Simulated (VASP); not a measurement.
# SnO (Cmc2_1) in VASP: a series of runs

One crystal, SnO, is run at these levels: PBEsol; tasks: single point.

All numbers are computed with VASP 6.6.1; they aren't measurements. Logs are shortened: lines on timing, memory, paths and dates and some standing lists are left out, and cuts for length are marked.

## 1. Starting point

The structure is orthorhombic, space group Cmc2_1 (No. 36). Conventional cell: a = 5.000 Å, b = 5.720 Å, c = 11.120 Å, α = 90.00°, β = 90.00°, γ = 90.00°. Around Sn (site symmetry m) lie 2 O at 1.99 Å. Sn (site symmetry m) is surrounded by 2 O at 2.15 Å. Around O (site symmetry 1) lie 1 O at 1.80 Å and 1 Sn at 1.99 Å.

## 2. Single point, PBEsol

The input, INCAR:

```
SYSTEM = SnO
ADDGRID = .FALSE. ; ALGO = Normal
EDIFF = 1E-7 ; ENCUT = 450
GGA = PS ; ISIF = 2
ISMEAR = 0 ; LASPH = .TRUE.
LCHARG = .FALSE. ; LREAL = Auto
LWAVE = .FALSE. ; NELM = 100
PREC = Accurate ; SIGMA = 0.05
```

The input, KPOINTS:

```
k-points
0
G
  6 6 2
  0 0 0
```

The input, POSCAR:

```
SnO
1.0
    2.5000000000     -2.8600000000      0.0000000000
    2.5000000000      2.8600000000      0.0000000000
    0.0000000000      0.0000000000     11.1200000000
Sn O
4 4
Direct
    0.5590000000      0.4410000000      0.2460000000
    0.4410000000      0.5590000000      0.7460000000
    0.0000000000      0.0000000000      0.5000000000
    0.0000000000      0.0000000000      0.0000000000
    0.9300000000      0.4300000000      0.1200000000
    0.0700000000      0.5700000000      0.6200000000
    0.5700000000      0.0700000000      0.1200000000
    0.4300000000      0.9300000000      0.6200000000
```

Potentials or basis: VASP PAW PBE potentials, release 64 (Sn_d, O).

Command:

```
> cat potpaw_PBE.64/Sn_d/POTCAR potpaw_PBE.64/O/POTCAR > POTCAR
> mpirun -np 1 vasp_std > vasp.out
```

OUTCAR:

```text
SYSTEM = SnO
   EDIFF = 1E-7
   ENCUT = 450
   GGA = PS
   ISIF = 2
   ISMEAR = 0
   LASPH = .TRUE.
   LREAL = Auto
   NELM = 100
   PREC = Accurate

 Found     26 irreducible k-points:

 Following reciprocal coordinates:
            Coordinates               Weight
  0.000000  0.000000  0.000000      1.000000
  0.166667  0.000000  0.000000      4.000000
  0.333333 -0.000000  0.000000      4.000000
  0.500000 -0.000000  0.000000      2.000000
  0.166667  0.166667  0.000000      2.000000
  0.333333  0.166667  0.000000      4.000000
   k-points           NKPTS =     26   k-points in BZ     NKDIM =     26   number of bands    NBANDS=     48
   number of dos      NEDOS =    301   number of ions     NIONS =      8
   total plane-waves  NPLWV =  62720
   dimension x,y,z NGX =    28 NGY =   28 NGZ =   80
   dimension x,y,z NGXF=    56 NGYF=   56 NGZF=  160
   ions per type =               4   4
   NGX,Y,Z   is equivalent  to a cutoff of  12.25, 12.25, 11.96 a.u.
   NGXF,Y,Z  is equivalent  to a cutoff of  24.51, 24.51, 23.92 a.u.
 SYSTEM =  SnO
   PREC   = accura    normal or accurate (medium, high low for compatibility)
   ISTART =      0    job   : 0-new  1-cont  2-samecut
   ICHARG =      2    charge: 1-file 2-atom 10-const
   ISPIN  =      1    spin polarized calculation?
   LNONCOLLINEAR =      F non collinear calculations
   LSORBIT =      F    spin-orbit coupling
   LASPH  =      T    aspherical Exc in radial PAW
   ENCUT  =  450.0 eV  33.07 Ry    5.75 a.u.   6.57  6.57 19.23*2*pi/ulx,y,z
   NELM   =    100;   NELMIN=  2; NELMDL= -5     # of ELM steps
   EDIFF  = 0.1E-06   stopping-criterion for ELM
   LREAL  =      T    real-space projection
   EDIFFG = 0.1E-05   stopping-criterion for IOM
   NSW    =      0    number of steps for IOM
   IBRION =     -1    ionic relax: 0-MD 1-quasi-New 2-CG
   NFREE  =      0    steps in history (QN), initial steepest desc. (CG)
   ISIF   =      2    stress and relaxation
   ISYM   =      2    0-nonsym 1-usesym 2-fastsym
   POTIM  = 0.5000    time-step for ionic-motion
   TEBEG  =    0.0;   TEEND  =   0.0 temperature during run
   PSTRESS=    0.0 pullay stress
   NELECT =      80.0000    total number of electrons
   NUPDOWN=      -1.0000    fix difference up-down
   EMIN   =  10.00;   EMAX   =-10.00  energy-range for DOS
   EFERMI =   0.00;   METHOD = LEGACY
   ISMEAR =     0;   SIGMA  =   0.05  broadening in eV -4-tet -1-fermi 0-gaus
   EFERMI_NEDOS =   21; number of points for ismear=-14 and -15
   IALGO  =     38    algorithm
   IMIX   =      4    mixing-type and parameters
     AMIX     =   0.40;   BMIX     =  1.00
     AMIX_MAG =   1.60;   BMIX_MAG =  1.00
  volume/ion in A,a.u.               =      19.88       134.14
  Fermi-wavevector in a.u.,A,eV,Ry     =   1.302041  2.460500 23.066092  1.695310
  Thomas-Fermi vector in A             =   2.433135
   LORBIT       =      0    0 simple, 1 ext, 2 COOP (PROOUT), +10 PAW based schemes
   GGA     = PS    functional components
   LHFCALC =     F    Hartree Fock is set to
   AEXX    =    0.0000 exact exchange contribution
   IVDW    =     0    specifies the selected vdW correction
   LEPSILON=     F    determine dielectric tensor
   LRPA    =     F    only Hartree local field effects (RPA)
 non-spin polarized calculation
 Gauss-broadening in eV      SIGMA  =   0.05
  energy-cutoff  :      450.00
  volume of cell :      159.02
 maximum number of plane-waves:      3475
 NGX is ok and might be reduce to    28
   NGX = 13   NGY = 13   NGZ = 39

 number of electron      79.9999994 magnetization

 Free energy of the ion-electron system (eV)
  ---------------------------------------------------
  ext. energy  EPLUGINS =         0.00000000
  ---------------------------------------------------
  free energy    TOTEN  =       -40.78625537 eV

  energy without entropy =      -40.77850405  energy(sigma->0) =      -40.78237971

 E-fermi :   6.1720     XC(G=0):  -9.8461

 val. band max:        6.1606573134   @ k =   0.5000   0.3333   0.0000
 cond. band min:       6.1765500750   @ k =  -0.1667   0.1667   0.0000
 fundamental gap:      0.0158927616
 Fermi energy:         6.1720209283

 k-point     1 :       0.0000    0.0000    0.0000
  band No.  band energies     occupation
      1     -16.5242      2.00000
      2     -16.5208      2.00000
      3     -16.0819      2.00000
      4     -16.0765      2.00000
      5     -15.8812      2.00000
      6     -15.8753      2.00000
[... 40 lines left out ...]
     47      10.3854      0.00000
     48      10.5473      0.00000

 k-point     2 :       0.1667    0.0000    0.0000
  band No.  band energies     occupation
      1     -16.5446      2.00000
      2     -16.5400      2.00000
      3     -16.0698      2.00000
      4     -16.0633      2.00000
      5     -15.8744      2.00000
      6     -15.8707      2.00000
[... 40 lines left out ...]
     47       9.8606      0.00000
     48      10.6588      0.00000

 k-point     3 :       0.3333   -0.0000    0.0000
  band No.  band energies     occupation
      1     -16.5807      2.00000
      2     -16.5756      2.00000
      3     -16.0521      2.00000
      4     -16.0466      2.00000
      5     -15.8656      2.00000
      6     -15.8646      2.00000
[... 40 lines left out ...]
     47       9.8500      0.00000
     48      10.3672      0.00000

 k-point     4 :       0.5000   -0.0000    0.0000
  band No.  band energies     occupation
      1     -16.5969      2.00000
      2     -16.5922      2.00000
      3     -16.0456      2.00000
      4     -16.0439      2.00000
      5     -15.8630      2.00000
      6     -15.8625      2.00000
[... 40 lines left out ...]
     47      10.2397      0.00000
     48      10.6131      0.00000

 k-point     5 :       0.1667    0.1667    0.0000
  band No.  band energies     occupation
      1     -16.5646      2.00000
      2     -16.5599      2.00000
      3     -16.0509      2.00000
      4     -16.0446      2.00000
      5     -15.8681      2.00000
      6     -15.8670      2.00000
[... 40 lines left out ...]
     47       9.2955      0.00000
     48      10.8539      0.00000

 k-point     6 :       0.3333    0.1667    0.0000
  band No.  band energies     occupation
      1     -16.5974      2.00000
      2     -16.5920      2.00000
      3     -16.0387      2.00000
      4     -16.0368      2.00000
      5     -15.8617      2.00000
      6     -15.8597      2.00000
[... 40 lines left out ...]
     47       9.6048      0.00000
     48      10.3641      0.00000

 [... further k-points ...]

------------------------ aborting loop because EDIFF is reached ----------------------------------------

  FORCE on cell =-STRESS in cart. coord.  units (eV):
  Direction    XX          YY          ZZ          XY          YZ          ZX
  --------------------------------------------------------------------------------------
  -------------------------------------------------------------------------------------
  Total       25.8893326     -3.5253363     -4.2522964      0.0000000      0.0000000      0.0000000
  in kB      260.8498632    -35.5197839    -42.8443235      0.0000000      0.0000000      0.0000000
  external PRESSURE =      60.8285853 kB  Pullay stress =       0.0000000 kB

 VOLUME and BASIS-vectors are now :
 -----------------------------------------------------------------------------
  energy-cutoff  :      450.00
  volume of cell :      159.02
      direct lattice vectors                 reciprocal lattice vectors
     2.500000000 -2.860000000  0.000000000     0.200000000 -0.174825175  0.000000000
     2.500000000  2.860000000  0.000000000     0.200000000  0.174825175  0.000000000
     0.000000000  0.000000000 11.120000000     0.000000000  0.000000000  0.089928058

 POSITION                                       TOTAL-FORCE (eV/Angst)
 -----------------------------------------------------------------------------------
      2.50000     -0.33748      2.73552         0.000000      2.065875      0.877391
      2.50000      0.33748      8.29552         0.000000     -2.065875      0.877391
      0.00000      0.00000      5.56000         0.000000      0.847383      1.259572
      0.00000      0.00000      0.00000         0.000000     -0.847383      1.259572
      3.40000     -1.43000      1.33440         8.421892     -0.571086     -1.068482
      1.60000      1.43000      6.89440        -8.421892      0.571086     -1.068482
      1.60000     -1.43000      1.33440        -8.421892     -0.571086     -1.068482
      3.40000      1.43000      6.89440         8.421892      0.571086     -1.068482
 -----------------------------------------------------------------------------------
    total drift:                                0.000000      0.000000     -0.014045

  FREE ENERGIE OF THE ION-ELECTRON SYSTEM (eV)
  ---------------------------------------------------
  free  energy   TOTEN  =       -40.7862553665 eV

  energy  without entropy=      -40.7785040509  energy(sigma->0) =      -40.78237971
```

Run time: 2.9 min. Hardware: 1 thread of AMD EPYC 9R45 (Zen 5), shared host; peak memory 0.25 GiB.

The run converged, but some of its settings lie outside the range that counts as converged, so its numbers aren't taken as properties of the crystal.

Results:

```yaml
Free_energy: -40.7863 eV
Largest_force: 8.509 eV/Å
Band_gap_on_the_k_mesh: none (metal or under the smearing width)
```

Caveat: the cutoff is under 1.25 times the usual one of these potentials, so pressure, stress and relaxed cells hold a basis-set (Pulay) error; the PAW data sets were made with another functional, which shifts forces and pressure a little.

## 3. Single point, PBEsol

The input, INCAR:

```
SYSTEM = SnO
ADDGRID = .FALSE. ; ALGO = Normal
EDIFF = 0.001 ; ENCUT = 450
GGA = PS ; ISIF = 2
ISMEAR = 0 ; LASPH = .TRUE.
LCHARG = .FALSE. ; LREAL = .FALSE.
LWAVE = .FALSE. ; NELM = 100
PREC = Accurate ; SIGMA = 0.05
```

KPOINTS is that of step 2.

POSCAR is that of step 2.

Potentials or basis: VASP PAW PBE potentials, release 64 (Sn_d, O).

Command:

```
> cat potpaw_PBE.64/Sn_d/POTCAR potpaw_PBE.64/O/POTCAR > POTCAR
> mpirun -np 1 vasp_std > vasp.out
```

Run time: 84 s. Hardware: 1 thread of AMD EPYC 9R45 (Zen 5), shared host; peak memory 0.26 GiB.

These settings aren't checked as converged: the numbers below hold their error.

What came out:

- Free energy: -40.7827 eV
- Largest force: 8.571 eV/Å
- Band gap on the k mesh: none (metal or under the smearing width)

Caveat: the cutoff is under 1.25 times the usual one of these potentials, so pressure, stress and relaxed cells hold a basis-set (Pulay) error; the PAW data sets were made with another functional, which shifts forces and pressure a little.

## 4. Single point, PBEsol

Changes to INCAR since step 3:

```diff
@@ -2,3 +2,3 @@
 ADDGRID = .FALSE. ; ALGO = Normal
-EDIFF = 0.001 ; ENCUT = 450
+EDIFF = 1E-5 ; ENCUT = 450
 GGA = PS ; ISIF = 2
```

KPOINTS is that of step 3.

POSCAR is that of step 3.

Command:

```
> cat potpaw_PBE.64/Sn_d/POTCAR potpaw_PBE.64/O/POTCAR > POTCAR
> mpirun -np 1 vasp_std > vasp.out
```

Run time: 1.8 min. Hardware: 1 thread of AMD EPYC 9R45 (Zen 5), shared host; peak memory 0.26 GiB.

These settings aren't checked as converged: the numbers below hold their error.

What came out:

- Free energy: -40.7826 eV
- Largest force: 8.506 eV/Å
- Band gap on the k mesh: none (metal or under the smearing width)

Caveat: the cutoff is under 1.25 times the usual one of these potentials, so pressure, stress and relaxed cells hold a basis-set (Pulay) error; the PAW data sets were made with another functional, which shifts forces and pressure a little.

## 5. Single point, PBEsol

The input, INCAR:

```
SYSTEM = SnO
ADDGRID = .TRUE. ; ALGO = Normal
EDIFF = 1E-7 ; ENCUT = 450
GGA = PS ; ISIF = 2
ISMEAR = 0 ; LASPH = .TRUE.
LCHARG = .FALSE. ; LREAL = .FALSE.
LWAVE = .FALSE. ; NELM = 100
PREC = Accurate ; SIGMA = 0.05
```

KPOINTS is that of step 4.

POSCAR is that of step 4.

Command:

```
> cat potpaw_PBE.64/Sn_d/POTCAR potpaw_PBE.64/O/POTCAR > POTCAR
> mpirun -np 1 vasp_std > vasp.out
```

It took 2.3 min on 1 thread of AMD EPYC 9R45 (Zen 5), shared host; peak memory 0.37 GiB.

These settings aren't checked as converged: the numbers below hold their error.

What came out:

```
Free energy            : -40.7826 eV
Largest force          : 8.509 eV/Å
Band gap on the k mesh : none (metal or under the smearing width)
```

Caveat: the cutoff is under 1.25 times the usual one of these potentials, so pressure, stress and relaxed cells hold a basis-set (Pulay) error; the PAW data sets were made with another functional, which shifts forces and pressure a little.

(Continued in part 2 of 2.)
